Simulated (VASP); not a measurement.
# GaP (F-43m) in VASP: further runs

Runs on GaP. Level: LDA. Tasks: single point, relaxation of cell and atoms.

All numbers are computed with VASP 6.6.1; they aren't measurements. Logs are shortened: lines on timing, memory, paths and dates and some standing lists are left out, and cuts for length are marked.

## (1) The crystal as given

The structure is cubic, space group F-43m (No. 216). Conventional cell: a = 5.505 Å, b = 5.505 Å, c = 5.505 Å, α = 90.00°, β = 90.00°, γ = 90.00°. Around Ga (site symmetry -43m) lie 4 P at 2.38 Å. P (site symmetry -43m) has 4 Ga at 2.38 Å as nearest neighbours.

## (2) Single point, LDA (relaxed again under DFT LDA, scalar-relativistic, plane waves, PAW)

Input file INCAR:

```
SYSTEM = GaP
  PREC = Accurate
  ENCUT = 520
  EDIFF = 1E-6
  ISMEAR = 0
  SIGMA = 0.02
  LREAL = .False.
  LASPH = .True.
  NELM = 100
  ALGO = Fast
  ISIF = 2
  LWAVE = .False.
  LCHARG = .False.
  NBANDS = 16
```

Input file KPOINTS:

```
regular mesh
0
Gamma
  8 8 8
  0 0 0
```

Input file POSCAR:

```
GaP
1.0
    0.0000000000      2.6957401219      2.6957401219
    2.6957401219      0.0000000000      2.6957401219
    2.6957401219      2.6957401219      0.0000000000
Ga P
1 1
Direct
    0.0000000000      0.0000000000      0.0000000000
    0.2500000000      0.2500000000      0.2500000000
```

Potentials or basis: VASP PAW LDA potentials, release 64 (Ga_d, P).

On the command line:

```sh
cat potpaw_LDA.64/Ga_d/POTCAR potpaw_LDA.64/P/POTCAR > POTCAR
mpirun -np 1 vasp_std > vasp.out
```

OUTCAR:

```text
SYSTEM = GaP
   PREC = Accurate
   ENCUT = 520
   EDIFF = 1E-6
   ISMEAR = 0
   LREAL = .False.
   LASPH = .True.
   NELM = 100
   ISIF = 2

 ion  position               nearest neighbor table
   1  0.000  0.000  0.000-   2 2.33   2 2.33   2 2.33   2 2.33
   2  0.250  0.250  0.250-   1 2.33   1 2.33   1 2.33   1 2.33

  LATTYP: Found a face centered cubic cell.
 ALAT       =     5.3914802438

  Lattice vectors:

 A1 = (   0.0000000000,   2.6957401219,   2.6957401219)
 A2 = (   2.6957401219,   0.0000000000,   2.6957401219)
 A3 = (   2.6957401219,   2.6957401219,   0.0000000000)

Analysis of symmetry for initial positions (statically):
=====================================================================
 Subroutine PRICEL returns:
 Original cell was already a primitive cell.

 Routine SETGRP: Setting up the symmetry group for a
 face centered cubic supercell.

 Subroutine GETGRP returns: Found 24 space group operations
 (whereof 24 operations were pure point group operations)
 out of a pool of 48 trial point group operations.

The static configuration has the point symmetry T_d .

Analysis of symmetry for dynamics (positions and initial velocities):
=====================================================================
 Subroutine PRICEL returns:
 Original cell was already a primitive cell.

 Routine SETGRP: Setting up the symmetry group for a
 face centered cubic supercell.

 Subroutine GETGRP returns: Found 24 space group operations
 (whereof 24 operations were pure point group operations)
 out of a pool of 48 trial point group operations.

The dynamic configuration has the point symmetry T_d .

 Subroutine INISYM returns: Found 24 space group operations
 (whereof 24 operations are pure point group operations),
 and found     1 'primitive' translations

----------------------------------------------------------------------------------------

                                     Primitive cell

  volume of cell :      39.1800

  direct lattice vectors                    reciprocal lattice vectors
     0.000000000  2.695740122  2.695740122    -0.185477820  0.185477820  0.185477820
     2.695740122  0.000000000  2.695740122     0.185477820 -0.185477820  0.185477820
     2.695740122  2.695740122  0.000000000     0.185477820  0.185477820 -0.185477820

  length of vectors
     3.812352241  3.812352241  3.812352241     0.321257007  0.321257007  0.321257007

  position of ions in fractional coordinates (direct lattice)
     0.000000000  0.000000000  0.000000000
     0.250000000  0.250000000  0.250000000

  ion indices of the primitive-cell ions
   primitive index   ion index
                 1           1
                 2           2

----------------------------------------------------------------------------------------

 KPOINTS: regular mesh

Automatic generation of k-mesh.
 Grid dimensions read from file:
 generate k-points for:    8    8    8

 Generating k-lattice:

  Cartesian coordinates                     Fractional coordinates (reciprocal lattice)
    -0.023184727  0.023184727  0.023184727     0.125000000  0.000000000  0.000000000
     0.023184727 -0.023184727  0.023184727     0.000000000  0.125000000  0.000000000
     0.023184727  0.023184727 -0.023184727     0.000000000  0.000000000  0.125000000

  Length of vectors
     0.040157126  0.040157126  0.040157126

  Shift w.r.t. Gamma in fractional coordinates (k-lattice)
     0.000000000  0.000000000  0.000000000

 Subroutine IBZKPT returns following result:
 ===========================================

 Found     29 irreducible k-points:

 Following reciprocal coordinates:
            Coordinates               Weight
  0.000000  0.000000  0.000000      1.000000
  0.125000  0.000000  0.000000      8.000000
  0.250000  0.000000  0.000000      8.000000
  0.375000  0.000000  0.000000      8.000000
  0.500000  0.000000  0.000000      4.000000
  0.125000  0.125000  0.000000      6.000000
[... 16 lines left out ...]
  0.500000  0.250000  0.125000     48.000000
 -0.375000  0.250000  0.125000     24.000000
 [... further k-points ...]
   k-points           NKPTS =     29   k-points in BZ     NKDIM =     29   number of bands    NBANDS=     16
   number of dos      NEDOS =    301   number of ions     NIONS =      2
   total plane-waves  NPLWV =  21952
   dimension x,y,z NGX =    28 NGY =   28 NGZ =   28
   dimension x,y,z NGXF=    56 NGYF=   56 NGZF=   56
   ions per type =               1   1
   NGX,Y,Z   is equivalent  to a cutoff of  12.21, 12.21, 12.21 a.u.
   NGXF,Y,Z  is equivalent  to a cutoff of  24.42, 24.42, 24.42 a.u.
 SYSTEM =  GaP
   PREC   = accura    normal or accurate (medium, high low for compatibility)
   ISTART =      0    job   : 0-new  1-cont  2-samecut
   ICHARG =      2    charge: 1-file 2-atom 10-const
   ISPIN  =      1    spin polarized calculation?
   LNONCOLLINEAR =      F non collinear calculations
   LSORBIT =      F    spin-orbit coupling
   LASPH  =      T    aspherical Exc in radial PAW
   ENCUT  =  520.0 eV  38.22 Ry    6.18 a.u.   7.09  7.09  7.09*2*pi/ulx,y,z
   NELM   =    100;   NELMIN=  2; NELMDL= -5     # of ELM steps
   EDIFF  = 0.1E-05   stopping-criterion for ELM
   LREAL  =      F    real-space projection
   EDIFFG = 0.1E-04   stopping-criterion for IOM
   NSW    =      0    number of steps for IOM
   IBRION =     -1    ionic relax: 0-MD 1-quasi-New 2-CG
   NFREE  =      0    steps in history (QN), initial steepest desc. (CG)
   ISIF   =      2    stress and relaxation
   ISYM   =      2    0-nonsym 1-usesym 2-fastsym
   POTIM  = 0.5000    time-step for ionic-motion
   TEBEG  =    0.0;   TEEND  =   0.0 temperature during run
   PSTRESS=    0.0 pullay stress
   NELECT =      18.0000    total number of electrons
   NUPDOWN=      -1.0000    fix difference up-down
   EMIN   =  10.00;   EMAX   =-10.00  energy-range for DOS
   EFERMI =   0.00;   METHOD = LEGACY
   ISMEAR =     0;   SIGMA  =   0.02  broadening in eV -4-tet -1-fermi 0-gaus
   EFERMI_NEDOS =   21; number of points for ismear=-14 and -15
   IALGO  =     68    algorithm
   IMIX   =      4    mixing-type and parameters
     AMIX     =   0.40;   BMIX     =  1.00
     AMIX_MAG =   1.60;   BMIX_MAG =  1.00
  volume/ion in A,a.u.               =      19.59       132.20
  Fermi-wavevector in a.u.,A,eV,Ry     =   1.263216  2.387132 21.711019  1.595715
  Thomas-Fermi vector in A             =   2.396584
   LORBIT       =      0    0 simple, 1 ext, 2 COOP (PROOUT), +10 PAW based schemes
   GGA     = CA    functional components
   LHFCALC =     F    Hartree Fock is set to
   AEXX    =    0.0000 exact exchange contribution
   IVDW    =     0    specifies the selected vdW correction
   LEPSILON=     F    determine dielectric tensor
   LRPA    =     F    only Hartree local field effects (RPA)
 non-spin polarized calculation
 RMM-DIIS sequential band-by-band and
 Gauss-broadening in eV      SIGMA  =   0.02
  energy-cutoff  :      520.00
  volume of cell :       39.18
 maximum number of plane-waves:      1067
   NGX = 15   NGY = 15   NGZ = 15

 number of electron      17.9999998 magnetization

 Free energy of the ion-electron system (eV)
  ---------------------------------------------------
  ext. energy  EPLUGINS =         0.00000000
  ---------------------------------------------------
  free energy    TOTEN  =       -10.45076941 eV

  energy without entropy =      -10.45076941  energy(sigma->0) =      -10.45076941

 E-fermi :   4.9413     XC(G=0): -10.3103

 val. band max:        4.8479174392   @ k =   0.0000   0.0000   0.0000
 cond. band min:       6.2773072854   @ k =   0.5000   0.5000   0.0000
 fundamental gap:      1.4293898462
 Fermi energy:         4.9413475894

 k-point     1 :       0.0000    0.0000    0.0000
  band No.  band energies     occupation
      1      -9.9181      2.00000
      2      -9.9181      2.00000
      3      -9.9181      2.00000
      4      -9.8098      2.00000
      5      -9.8098      2.00000
      6      -7.9120      2.00000
[... 8 lines left out ...]
     15      14.6916      0.00000
     16      14.6916      0.00000

 k-point     2 :       0.1250    0.0000    0.0000
  band No.  band energies     occupation
      1      -9.9326      2.00000
      2      -9.9129      2.00000
      3      -9.9129      2.00000
      4      -9.8098      2.00000
      5      -9.8098      2.00000
      6      -7.7009      2.00000
[... 8 lines left out ...]
     15      14.0091      0.00000
     16      14.4224      0.00000

 k-point     3 :       0.2500    0.0000    0.0000
  band No.  band energies     occupation
      1      -9.9645      2.00000
      2      -9.9020      2.00000
      3      -9.9020      2.00000
      4      -9.8084      2.00000
      5      -9.8084      2.00000
      6      -7.1006      2.00000
[... 8 lines left out ...]
     15      13.8098      0.00000
     16      14.6109      0.00000

 k-point     4 :       0.3750    0.0000    0.0000
  band No.  band energies     occupation
      1      -9.9931      2.00000
      2      -9.8936      2.00000
      3      -9.8936      2.00000
      4      -9.8043      2.00000
      5      -9.8043      2.00000
      6      -6.2525      2.00000
[... 8 lines left out ...]
     15      15.0508      0.00000
     16      15.0508      0.00000

 k-point     5 :       0.5000    0.0000    0.0000
  band No.  band energies     occupation
      1     -10.0043      2.00000
      2      -9.8911      2.00000
      3      -9.8911      2.00000
      4      -9.8016      2.00000
      5      -9.8016      2.00000
      6      -5.7188      2.00000
[... 8 lines left out ...]
     15      16.6184      0.00000
     16      16.6236      0.00000

 k-point     6 :       0.1250    0.1250    0.0000
  band No.  band energies     occupation
      1      -9.9420      2.00000
      2      -9.9080      2.00000
      3      -9.9080      2.00000
      4      -9.8144      2.00000
      5      -9.8062      2.00000
      6      -7.6310      2.00000
[... 8 lines left out ...]
     15      14.8111      0.00000
     16      14.9405      0.00000

 k-point     7 :       0.2500    0.1250    0.0000
  band No.  band energies     occupation
      1      -9.9669      2.00000
      2      -9.8988      2.00000
      3      -9.8965      2.00000
      4      -9.8179      2.00000
      5      -9.8029      2.00000
      6      -7.1596      2.00000
[... 8 lines left out ...]
     15      14.9087      0.00000
     16      15.9005      0.00000

 k-point     8 :       0.3750    0.1250    0.0000
  band No.  band energies     occupation
      1      -9.9917      2.00000
      2      -9.8917      2.00000
      3      -9.8870      2.00000
      4      -9.8160      2.00000
      5      -9.7999      2.00000
      6      -6.3760      2.00000
[... 8 lines left out ...]
     15      15.6241      0.00000
     16      15.7909      0.00000

 k-point     9 :       0.5000    0.1250    0.0000
  band No.  band energies     occupation
      1     -10.0052      2.00000
      2      -9.8887      2.00000
      3      -9.8838      2.00000
      4      -9.8094      2.00000
      5      -9.8002      2.00000
      6      -5.6388      2.00000
[... 8 lines left out ...]
     15      16.6193      0.00000
     16      16.8293      0.00000
[... 172 lines left out ...]
 k-point    19 :       0.5000    0.3750    0.0000
  band No.  band energies     occupation
      1     -10.0333      2.00000
      2      -9.8574      2.00000
      3      -9.8519      2.00000
      4      -9.8421      2.00000
      5      -9.7893      2.00000
      6      -4.9975      2.00000
[... 8 lines left out ...]
     15      16.9570      0.00000
     16      18.1946      0.00000

 k-point    20 :      -0.3750    0.3750    0.0000
  band No.  band energies     occupation
      1     -10.0244      2.00000
      2      -9.8684      2.00000
      3      -9.8563      2.00000
      4      -9.8317      2.00000
      5      -9.7963      2.00000
      6      -4.7894      2.00000
[... 8 lines left out ...]
     15      15.2811      0.00000
     16      19.6619      0.00000

 k-point    21 :       0.5000    0.5000    0.0000
  band No.  band energies     occupation
      1     -10.0418      2.00000
      2      -9.8504      2.00000
      3      -9.8465      2.00000
      4      -9.8465      2.00000
      5      -9.7857      2.00000
      6      -4.7550      2.00000
[... 8 lines left out ...]
     15      17.3561      0.00000
     16      17.9163      0.00000

 k-point    22 :       0.3750    0.2500    0.1250
  band No.  band energies     occupation
      1      -9.9885      2.00000
      2      -9.8890      2.00000
      3      -9.8846      2.00000
      4      -9.8221      2.00000
      5      -9.7998      2.00000
      6      -6.5891      2.00000
[... 8 lines left out ...]
     15      16.0339      0.00000
     16      17.2608      0.00000

 k-point    23 :       0.5000    0.2500    0.1250
  band No.  band energies     occupation
      1     -10.0043      2.00000
      2      -9.8852      2.00000
      3      -9.8745      2.00000
      4      -9.8198      2.00000
      5      -9.8000      2.00000
      6      -5.7862      2.00000
[... 8 lines left out ...]
     15      16.4102      0.00000
     16      17.7265      0.00000

 k-point    24 :      -0.3750    0.2500    0.1250
  band No.  band energies     occupation
      1     -10.0101      2.00000
      2      -9.8848      2.00000
      3      -9.8710      2.00000
      4      -9.8158      2.00000
      5      -9.8018      2.00000
      6      -5.2879      2.00000
[... 8 lines left out ...]
     15      16.8455      0.00000
     16      17.4325      0.00000

 [... further k-points ...]

------------------------ aborting loop because EDIFF is reached ----------------------------------------

  FORCE on cell =-STRESS in cart. coord.  units (eV):
  Direction    XX          YY          ZZ          XY          YZ          ZX
  --------------------------------------------------------------------------------------
  -------------------------------------------------------------------------------------
  Total        0.0136129      0.0136129      0.0136129      0.0000000      0.0000000      0.0000000
  in kB        0.5566688      0.5566688      0.5566688      0.0000000      0.0000000      0.0000000
  external PRESSURE =       0.5566688 kB  Pullay stress =       0.0000000 kB

 VOLUME and BASIS-vectors are now :
 -----------------------------------------------------------------------------
  energy-cutoff  :      520.00
  volume of cell :       39.18
      direct lattice vectors                 reciprocal lattice vectors
     0.000000000  2.695740122  2.695740122    -0.185477820  0.185477820  0.185477820
     2.695740122  0.000000000  2.695740122     0.185477820 -0.185477820  0.185477820
     2.695740122  2.695740122  0.000000000     0.185477820  0.185477820 -0.185477820

 POSITION                                       TOTAL-FORCE (eV/Angst)
 -----------------------------------------------------------------------------------
      0.00000      0.00000      0.00000         0.000000      0.000000      0.000000
      1.34787      1.34787      1.34787        -0.000000     -0.000000     -0.000000
 -----------------------------------------------------------------------------------
    total drift:                                0.000000      0.000000      0.000000

  FREE ENERGIE OF THE ION-ELECTRON SYSTEM (eV)
  ---------------------------------------------------
  free  energy   TOTEN  =       -10.4507694058 eV

  energy  without entropy=      -10.4507694058  energy(sigma->0) =      -10.45076941
```

Wall time 34 s (1 thread of AMD EPYC 7R43 (Zen 3), shared host); peak memory 0.1 GiB.

What came out:

```
Free energy            : -10.4508 eV
Pressure               : 0.1 GPa
Band gap on the k mesh : 1.43 eV, indirect (least direct gap 1.91 eV)
```

Levels at points of the mesh, in eV from the valence-band top:
| k point | band 6 | band 7 | band 8 | band 9 | band 10 | band 11 | band 12 | band 13 |
| --- | --- | --- | --- | --- | --- | --- | --- | --- |
| (0.00, 0.00, 0.00) | -12.76 | 0.00 | 0.00 | 0.00 | 1.91 | 3.78 | 3.78 | 3.78 |
| (0.50, 0.00, 0.00) | -10.57 | -6.90 | -1.18 | -1.18 | 1.62 | 4.62 | 4.62 | 8.11 |
| (0.50, 0.50, 0.00) | -9.60 | -7.00 | -2.82 | -2.82 | 1.43 | 1.65 | 10.70 | 10.70 |

A k mesh can miss the band edges.

## (3) Relaxation of cell and atoms, LDA

Input file INCAR:

```
SYSTEM = GaP
PREC = Accurate
ENCUT = 600
EDIFF = 1E-6
ISMEAR = 0
SIGMA = 0.02
LREAL = .FALSE.
LASPH = .TRUE.
NELM = 80
ALGO = Normal
ISIF = 3
LWAVE = .FALSE.
LCHARG = .FALSE.
GGA = CA
IBRION = 2
NSW = 70
EDIFFG = -0.005
```

Input file KPOINTS:

```
Automatic mesh
0
G
  8 8 8
  0 0 0
```

Input file POSCAR:

```
GaP
1.0
    0.0000000000      2.7525368068      2.7525368068
    2.7525368068      0.0000000000      2.7525368068
    2.7525368068      2.7525368068      0.0000000000
Ga P
1 1
Direct
    0.0000000000      0.0000000000      0.0000000000
    0.2500000000      0.2500000000      0.2500000000
```

Potentials or basis: VASP PAW LDA potentials, release 64 (Ga_d, P).

On the command line:

```sh
cat potpaw_LDA.64/Ga_d/POTCAR potpaw_LDA.64/P/POTCAR > POTCAR
mpirun -np 1 vasp_std > vasp.out
```

It took 100 s on 1 thread of AMD EPYC 7R43 (Zen 3), shared host; peak memory 0.14 GiB.

Results (log left out):

```yaml
Free_energy: -10.4513 eV
Relaxed_volume: 19.61 Å³/atom
Relaxed_cell: a = 3.814 Å, b = 3.814 Å, c = 3.814 Å, α = 60.00°, β = 60.00°, γ = 60.00°
Space_group_after_relaxing_to_0.05_Å: F-43m (No. 216)
Energy_gained_by_relaxing: 19.9 meV/atom
Ionic_steps: 6
Pressure_after_relaxing: 0.0 GPa
Band_gap_on_the_k_mesh: 1.43 eV, indirect (least direct gap 1.90 eV)
```

The path:
```csv
step,energy change (eV),largest force (eV/Å),pressure (GPa),volume (Å³)
1,0.0000,0.0000,-4.85,41.71
2,-0.0287,0.0000,3.05,38.01
3,-0.0398,0.0000,-0.13,39.22
4,-0.0398,0.0000,0.16,39.17
5,-0.0398,0.0000,-0.14,39.27
6,-0.0398,0.0000,0.01,39.22
```

Final structure:
```
CELL_PARAMETERS angstrom
0.00000 2.69657 2.69657
2.69657 0.00000 2.69657
2.69657 2.69657 0.00000
ATOMIC_POSITIONS crystal
Ga 0.00000 0.00000 0.00000
P 0.25000 0.25000 0.25000
```

Levels at points of the mesh, in eV from the valence-band top:
```csv
k point,band 5,band 6,band 7,band 8,band 9,band 10,band 11,band 12,band 13
"(0.00, 0.00, 0.00)",-14.66,-12.75,0.00,0.00,0.00,1.90,3.78,3.78,3.78
"(0.50, 0.00, 0.00)",-14.65,-10.56,-6.89,-1.18,-1.18,1.61,4.62,4.62,8.11
"(0.50, 0.50, 0.00)",-14.63,-9.60,-6.99,-2.82,-2.82,1.43,1.65,10.69,10.69
```
